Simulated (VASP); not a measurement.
Write the native input for VASP 6.6.1 that does the following.

* Task: single point
* Functional: PBE
* Potentials or basis: VASP PAW PBE potentials, release 64 (Li_sv)
* Cutoff: 520 eV
* k mesh: 24 × 24 × 24
* Occupations: fermi-dirac, width 0.15 eV
* Spin: no spin polarisation
* Dipole correction: no
* Further INCAR settings: ALGO = Normal; EDIFF = 1e-06; NBANDS = 8

The structure of Li lies in POSCAR:

```
Li
1.0
   -1.7187322429      1.7187322429      1.7187322429
    1.7187322429     -1.7187322429      1.7187322429
    1.7187322429      1.7187322429     -1.7187322429
Li
1
Direct
    0.0000000000      0.0000000000      0.0000000000
```

The cell was built by a generator and needn't be a form met in nature.

The cell isn't the ideal one: cell and atoms relaxed tightly for response.

These files were run (other wordings do the same):

INCAR

```
SYSTEM = Li
PREC = Accurate ; ENCUT = 520
EDIFF = 1E-6 ; ISMEAR = -1
SIGMA = 0.15 ; LREAL = .False.
LASPH = .True. ; NELM = 100
ALGO = Normal ; ISIF = 2
LWAVE = .False. ; LCHARG = .False.
GGA = PE ; NBANDS = 8
```

KPOINTS

```
Automatic mesh
0
Gamma
  24 24 24
  0 0 0
```

Potentials or basis: VASP PAW PBE potentials, release 64 (Li_sv).

Launch:

```sh
$ cat potpaw_PBE.64/Li_sv/POTCAR > POTCAR
$ mpirun -np 1 vasp_std > vasp.out
```

Results of the run:

The band gap on the k mesh is none (metal or under the smearing width).

It took 26 s on 1 thread of AMD EPYC 9R45 (Zen 5) (shared host), peak memory 0.14 GiB.
